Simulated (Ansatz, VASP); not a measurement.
# Ta16N16Cl3 (Cl on TaN(001)): VASP beside Ansatz, part 2 of 2

Aim: how closely do two programs agree when they are given the same cell, functional and k mesh?

VASP 6.6.1 and Ansatz 0.2.0.

So far: The structure; Ansatz: single point, PBEsol.

## 3. VASP: single point, PBEsol

Level of this step: PBEsol; plane waves and PAW (Ta_pv, N, Cl) (VASP).

The same cell, functional, mesh and smearing now go to VASP, with its own data sets and cutoff.

Lines of VASP's logs that name or quote its potential files are left out, and so is its time.

File INCAR:

```
SYSTEM = Ta16N16Cl3
PREC = Normal
ENCUT = 400
EDIFF = 1E-06
NELM = 120
ISMEAR = 1
SIGMA = 0.1
LREAL = Auto
ALGO = Fast
GGA = PS
NBANDS = 168
LASPH = .TRUE.
LORBIT = 11
LWAVE = .FALSE.
LCHARG = .FALSE.
KPAR = 4
NCORE = 2
IDIPOL = 3
LDIPOL = .TRUE.
DIPOL = 0.5 0.5 0.476
LVHAR = .TRUE.
LVACPOTAV = .TRUE.
NEDOS = 1500
```

File POSCAR:

```
Ta16N16Cl3
1.0
    6.1942554030      0.0000000000      0.0000000000
    0.0000000000      6.1942554030      0.0000000000
    0.0000000000      0.0000000000     24.8200000000
Ta N Cl
16 16 3
Selective dynamics
Direct
    0.0000000000      0.0000000000      0.3223207090  F F F
    0.0000000000      0.5000000000      0.3223207090  F F F
    0.5000000000      0.0000000000      0.3223207090  F F F
    0.5000000000      0.5000000000      0.3223207090  F F F
    0.2500000000      0.2500000000      0.4105560030  F F F
    0.2500000000      0.7500000000      0.4105560030  F F F
    0.7500000000      0.2500000000      0.4105560030  F F F
    0.7500000000      0.7500000000      0.4105560030  F F F
    0.0018208049      0.9981791951      0.5044674602  T T T
    0.0018208049      0.5018208049      0.5044674602  T T T
    0.4981791951      0.9981791951      0.5044674602  T T T
    0.4981791951      0.5018208049      0.5044674602  T T T
    0.2500000000      0.2500000000      0.5920949488  T T T
    0.2500000000      0.7500000000      0.5929027568  T T T
    0.7500000000      0.2500000000      0.5838521473  T T T
    0.7500000000      0.7500000000      0.5920949488  T T T
    0.2500000000      0.2500000000      0.3223207090  F F F
    0.2500000000      0.7500000000      0.3223207090  F F F
    0.7500000000      0.2500000000      0.3223207090  F F F
    0.7500000000      0.7500000000      0.3223207090  F F F
    0.0000000000      0.0000000000      0.4105560030  F F F
    0.0000000000      0.5000000000      0.4105560030  F F F
    0.5000000000      0.0000000000      0.4105560030  F F F
    0.5000000000      0.5000000000      0.4105560030  F F F
    0.2500000000      0.2500000000      0.4996693994  T T T
    0.2500000000      0.7500000000      0.4996258983  T T T
    0.7500000000      0.2500000000      0.4994511424  T T T
    0.7500000000      0.7500000000      0.4996693994  T T T
    0.9982348878      0.0017651122      0.5919869504  T T T
    0.9982348878      0.4982348878      0.5919869504  T T T
    0.5017651122      0.0017651122      0.5919869504  T T T
    0.5017651122      0.4982348878      0.5919869504  T T T
    0.2500000000      0.2500000000      0.6850230728  T T T
    0.2500000000      0.7500000000      0.6844543317  T T T
    0.7500000000      0.7500000000      0.6850230728  T T T
```

File KPOINTS:

```
Automatic mesh
0
Gamma
4 4 1
0 0 0
```

The projector-augmented-wave data sets are Ta_pv, N and Cl (PBE family, release 64).

Launch:

```bash
mpirun -np 8 vasp_std
```

Numbers of over 12 decimals in the logs are rounded to 6 here.

The log of the run:

```text
[banner, memory and clock lines left out]
running    8 mpi-ranks, on    1 nodes
[...]
|                                                                             |
|               ----> ADVICE to this user running VASP <----                  |
|                                                                             |
|     You enforced a specific xc type in the INCAR file but a different       |
|     [... a line on the potential file left out ...]
|     I HOPE YOU KNOW WHAT YOU ARE DOING!                                     |
|                                                                             |

 LDA part: xc-table for (Slater+PW92), standard interpolation
 POSCAR, INCAR and KPOINTS ok, starting setup
[...]
entering main loop
       N       E                     dE             d eps       ncg     rms          rms(c)
DAV:   1     0.241928015351E+04    0.24193E+04   -0.13380E+05  2384   0.123E+03
DAV:   2    -0.203397148875E+03   -0.26227E+04   -0.25653E+04  2384   0.377E+02
[...]
RMM:  31    -0.376995707134E+03   -0.13385E-05   -0.82312E-07   958   0.684E-04    0.219E-04
RMM:  32    -0.376995708323E+03   -0.11898E-05   -0.42900E-07   952   0.637E-04    0.219E-04
RMM:  33    -0.376995708721E+03   -0.39804E-06   -0.37738E-07   824   0.551E-04
|                                                                             |
|           W    W    AA    RRRRR   N    N  II  N    N   GGGG   !!!           |
|           W    W   A  A   R    R  NN   N  II  NN   N  G    G  !!!           |
|           W    W  A    A  R    R  N N  N  II  N N  N  G       !!!           |
|           W WW W  AAAAAA  RRRRR   N  N N  II  N  N N  G  GGG   !            |
|           WW  WW  A    A  R   R   N   NN  II  N   NN  G    G                |
|           W    W  A    A  R    R  N    N  II  N    N   GGGG   !!!           |
|                                                                             |
|     Did not find any points to average over, which means that no vacuum     |
|     field-free region was found. Please increase the size of  your cell     |
|     in the dimension of the dipole correction to obtain accurate            |
|     workfunction values.                                                    |
|                                                                             |

   1 F= -.37699571E+03 E0= -.37699843E+03  d E =0.816681E-02
```

OUTCAR, selected parts (step 3):

```text
  Total      -43.2116343    -43.2116343    -13.1222389      0.0000000      0.0000000      0.0000000
  in kB      -72.6994761    -72.6994761    -22.0769222      0.0000000      0.0000000      0.0000000
  external PRESSURE =     -55.8252915 kB  Pullay stress =       0.0000000 kB

 POSITION                                       TOTAL-FORCE (eV/Angst)
 -----------------------------------------------------------------------------------
      0.00000      0.00000      8.00000        -0.005028      0.005028      2.134611
      0.00000      3.09713      8.00000        -0.005028     -0.005028      2.134611
      3.09713      0.00000      8.00000         0.005028      0.005028      2.134611
      3.09713      3.09713      8.00000         0.005028     -0.005028      2.134611
      1.54856      1.54856     10.19000         0.000000     -0.000000     -0.291551
      1.54856      4.64569     10.19000         0.000000     -0.000000     -0.634179
      4.64569      1.54856     10.19000         0.000000     -0.000000     -0.791269
      4.64569      4.64569     10.19000         0.000000      0.000000     -0.291551
      0.01128      6.18298     12.52088         0.001142     -0.001142      0.001071
      0.01128      3.10841     12.52088         0.001142      0.001142      0.001071
      3.08585      6.18298     12.52088        -0.001142     -0.001142      0.001071
      3.08585      3.10841     12.52088        -0.001142      0.001142      0.001071
      1.54856      1.54856     14.69580         0.000000      0.000000      0.009617
      1.54856      4.64569     14.71585         0.000000     -0.000000      0.030358
[...]
-----------------------------------------------------------------------------------
    total drift:                                0.000000      0.000000      0.054682

  FREE ENERGIE OF THE ION-ELECTRON SYSTEM (eV)
  ---------------------------------------------------
  free  energy   TOTEN  =      -376.9957087214 eV

  energy  without entropy=     -377.0038755322  energy(sigma->0) =     -376.99843099

[... 3 further parts left out ...]
[key lines of the parts left out:]
E-fermi :   0.8927
```

## 4. Side by side

Known differences besides the potentials themselves: the data sets hold 309 valence electrons in Ansatz (default PAW (the set named soft_2) files) and 277 in VASP; the cutoff is 420 eV in Ansatz and 400 eV in VASP (PREC = Normal, projectors in real space); Ansatz makes its cores anew for this functional, VASP keeps those of its PBE data sets. Total energies have different zeros and are not compared.

Both answers:

```tsv
quantity	Ansatz	VASP	difference
work function, lower of the two faces (eV)	3.71	3.71	0.00
work function, higher of the two faces (eV)	5.70	5.69	+0.01
```

Forces on 10 of the 35 atoms, those with the largest forces and the largest differences (eV/Å; atoms numbered as in POSCAR):

```tsv
atom	Ansatz x, y, z	VASP x, y, z
Ta1	-0.004, 0.004, 2.165	-0.005, 0.005, 2.135
Ta2	-0.004, -0.004, 2.165	-0.005, -0.005, 2.135
Ta3	0.004, 0.004, 2.165	0.005, 0.005, 2.135
Ta4	0.004, -0.004, 2.165	0.005, -0.005, 2.135
Ta15	0.000, 0.000, -0.032	0.000, 0.000, 0.011
N17	0.000, 0.000, -1.465	0.000, 0.000, -1.491
N18	0.000, 0.000, -1.524	0.000, 0.000, -1.549
N20	0.000, 0.000, -1.465	0.000, 0.000, -1.491
N29	0.000, 0.000, -0.034	-0.004, 0.004, -0.003
N32	0.000, 0.000, -0.034	0.004, -0.004, -0.003
```

The forces differ by 12 meV/Å r.m.s., which is 2.2 % of the r.m.s. force of 0.52 eV/Å (both taken over all components, held atoms included). VASP's log warns that it found no field-free region in the vacuum, so its work functions are uncertain.

## 5. Outcome

```json
{
  "r.m.s. force difference (single point, PBEsol)": "2.2 % of the r.m.s. force"
}
```

The r.m.s. force difference is 2.2 % of the r.m.s. force (single point, PBEsol), within the 3 % picked in this series as the mark of a large difference. How closely two codes agree says nothing of how well the functional describes the real material.

[Lines on the potential files, build, host, timing and source positions are cut from VASP's logs without a mark.]

[Logs are printed without paths, hosts, clocks, repeated set-up lines and the standing remarks that a program may print on its own settings, such as how far it seeks lower states.]

[Hosts, paths, dates, database ids (printed as entryN), source tags and the programs' standing remarks are cut or masked in the printed files.]
